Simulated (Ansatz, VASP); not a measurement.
**One calculation of HfO2, two programs**

Contents of INCAR:

```
SYSTEM = HfO2
PREC     = Accurate       ! precision mode
ENCUT    = 520            ! plane-wave cutoff, eV
EDIFF    = 1E-6           ! SCF threshold, eV
ISMEAR   = -1             ! smearing method
SIGMA    = 0.05           ! smearing width, eV
LREAL    = .FALSE.        ! projectors in reciprocal space
LASPH    = .TRUE.         ! aspherical terms in the spheres
NELM     = 60             ! most SCF steps
ALGO     = Normal         ! electronic algorithm
ISIF     = 2              ! what is computed and relaxed
LWAVE    = .FALSE.        ! write WAVECAR
LCHARG   = .FALSE.        ! write CHGCAR
GGA      = CA             ! functional
NBANDS   = 18             ! bands
```

KPOINTS

```
Automatic mesh
0
G
  9 9 9
  0 0 0
```

File POSCAR:

```
HfO2
1.0
    0.0000000000      2.5744375797      2.5744375797
    2.5744375797      0.0000000000      2.5744375797
    2.5744375797      2.5744375797      0.0000000000
Hf O
1 2
Direct
    0.0000000000      0.0000000000      0.0000000000
    0.7500000000      0.7500000000      0.7500000000
    0.2500000000      0.2500000000      0.2500000000
```

Contents of input.yaml:

```yaml
crystal:
  lattice:
    - [0.0, 2.5744375797, 2.5744375797]
    - [2.5744375797, 0.0, 2.5744375797]
    - [2.5744375797, 2.5744375797, 0.0]
  atoms:
    - { symbol: Hf, position: [0.0, 0.0, 0.0] }
    - { symbol: O, position: [0.75, 0.75, 0.75] }
    - { symbol: O, position: [0.25, 0.25, 0.25] }
kpoints:
  mp_grid: { grid: [9, 9, 9] }
scf:
  occupations: { method: fermi_dirac, width: 0.05 }
hamiltonian:
  xc: lda
  pseudopotentials: { kind: all_electron, lapw: { basis_error: 0.002 } }
output:
  forces: true
  stress: true
  eigenvalues: true
```

Change from the starting cell: volume scaled by 1.02.

Alike in both runs: task single point; functional LDA; k mesh 9 × 9 × 9; occupations fermi-dirac, width 0.05 eV; no spin polarisation.

```csv
,VASP,Ansatz
version,VASP 6.6.1,Ansatz 0.2.0
potentials or method,"VASP PAW LDA potentials, release 64 (Hf_pv, O)","all-electron LAPW, scalar-relativistic"
plane-wave cutoff (eV),520,see its input
```

|  | VASP | Ansatz | Ansatz less VASP |
| --- | --- | --- | --- |
| gap on the k mesh at the Fermi level (eV) | 3.58 | 3.56 | -0.019 |
| least direct gap on the mesh (eV) | 3.69 | 3.68 | -0.017 |
| pressure (GPa) | -23.1 | -20.5 | +2.69 |

Ansatz ran all-electron here, so the differences hold the error of VASP's frozen core and of both bases.

Caveats: spin-orbit coupling is left out, which moves the levels of the heavy elements; an odd mesh through Γ misses points on the zone boundary, where band edges often lie; so large a pressure means that the cell lies far from this level's equilibrium, or that cutoff or potentials fall short (VASP).
